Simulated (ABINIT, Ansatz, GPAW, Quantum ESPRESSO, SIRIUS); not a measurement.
# FeO: net moment per atom by level of theory

The structure is cubic, space group Fm-3m (No. 225). Conventional cell: a = 4.311 Å, b = 4.311 Å, c = 4.311 Å, α = 90.00°, β = 90.00°, γ = 90.00°. Fe (site symmetry m-3m) is surrounded by 6 O at 2.16 Å. O (site symmetry m-3m) has 6 Fe at 2.16 Å as nearest neighbours.

```tsv
rung	level	program and potentials	cutoff (eV)	k mesh	smearing	task	core time	chip	net moment per atom (μB)	notes
GGA	PBE	Ansatz, all-electron LAPW, scalar-relativistic	-	11 × 11 × 11	fermi-dirac 0.05	band structure	26 s	Arm Neoverse V2	2.00	-
GGA	PW91	SIRIUS, PseudoDojo 0.4.1 PBE standard (scalar relativistic)	1228	6 × 6 × 6	fermi-dirac 0.05	single point	35 s	Intel Xeon Platinum 8259CL Skylake/Cascade Lake	2.00	coarse mesh; potentials made for PBE; 11 valence electrons an atom on average
GGA	AM05	SIRIUS, PseudoDojo 0.4.1 PBE standard (scalar relativistic)	1228	6 × 6 × 6	fermi-dirac 0.05	single point	37 s	Intel Xeon Platinum 8259CL Skylake/Cascade Lake	2.00	coarse mesh; potentials made for PBE; 11 valence electrons an atom on average
GGA	RPBE	SIRIUS, PseudoDojo 0.4.1 PBE standard (scalar relativistic)	1228	6 × 6 × 6	fermi-dirac 0.05	single point	37 s	Intel Xeon Platinum 8259CL Skylake/Cascade Lake	2.00	coarse mesh; potentials made for PBE; 11 valence electrons an atom on average
GGA + U (4 eV)	PBEsol+U (Fe d U = 4 eV)	GPAW, PAW data sets generated for this functional	800	11 × 11 × 11	fermi-dirac 0.05	band structure	42 s	Intel Xeon 6975P-C Granite Rapids	2.01	7 valence electrons an atom on average
GGA	PBEsol	Quantum ESPRESSO, GBRV 1.5 PBEsol	762	11 × 11 × 11	fermi-dirac 0.05	band structure	43 s	Intel Xeon 6975P-C Granite Rapids	2.00	11 valence electrons an atom on average
GGA + U (6 eV)	PBEsol+U (Fe d U = 6 eV)	GPAW, PAW data sets generated for this functional	800	11 × 11 × 11	fermi-dirac 0.05	band structure	45 s	Intel Xeon 6975P-C Granite Rapids	2.01	7 valence electrons an atom on average
LDA	LDA	Quantum ESPRESSO, GBRV 1.5 LDA	762	11 × 11 × 11	fermi-dirac 0.05	band structure	45 s	Intel Xeon 6975P-C Granite Rapids	2.00	11 valence electrons an atom on average
GGA + U (8 eV)	PBEsol+U (Fe d U = 8 eV)	GPAW, PAW data sets generated for this functional	800	11 × 11 × 11	fermi-dirac 0.05	band structure	46 s	Intel Xeon 6975P-C Granite Rapids	2.02	7 valence electrons an atom on average
GGA + U (1 eV)	PBEsol+U (Fe d U = 1 eV)	GPAW, PAW data sets generated for this functional	800	11 × 11 × 11	fermi-dirac 0.05	band structure	48 s	Intel Xeon 6975P-C Granite Rapids	2.00	7 valence electrons an atom on average
GGA	PBE	ABINIT, PseudoDojo NC SR PBE v0.4 stringent	1497	8 × 8 × 8	fermi-dirac 0.05	single point	1.8 min	Arm Neoverse V1	2.00	11 valence electrons an atom on average
GGA	PBEsol	SIRIUS, PseudoDojo 0.4.1 PBEsol standard (scalar relativistic)	1228	11 × 11 × 11	fermi-dirac 0.05	single point	3.4 min	Arm Neoverse N1	2.00	11 valence electrons an atom on average
```

Times are single runs on shared hosts and different chips, so they are rough; meshes, cutoffs and the tasks' sizes weigh on the time. All rows: collinear spin, ferromagnetic start. Smearing widths are in eV. The cell comes from a database and isn't always the measured one. For a metal such meshes aren't converged. Meshes differ between rows, which moves values too. Meshes are those of the run's cell of 2 atoms unless a note names another. A magnetic state is the one that its parallel start led to; the crystal's real order can differ. Runs on faulty files, with rough fits or with known faults for this quantity aren't shown. No row holds spin-orbit coupling.

By rung: LDA 2.00; GGA 2.00; GGA + U (4 eV) 2.01; GGA + U (6 eV) 2.01; GGA + U (8 eV) 2.02; GGA + U (1 eV) 2.00; GGA on coarse meshes 2.00 (μB).
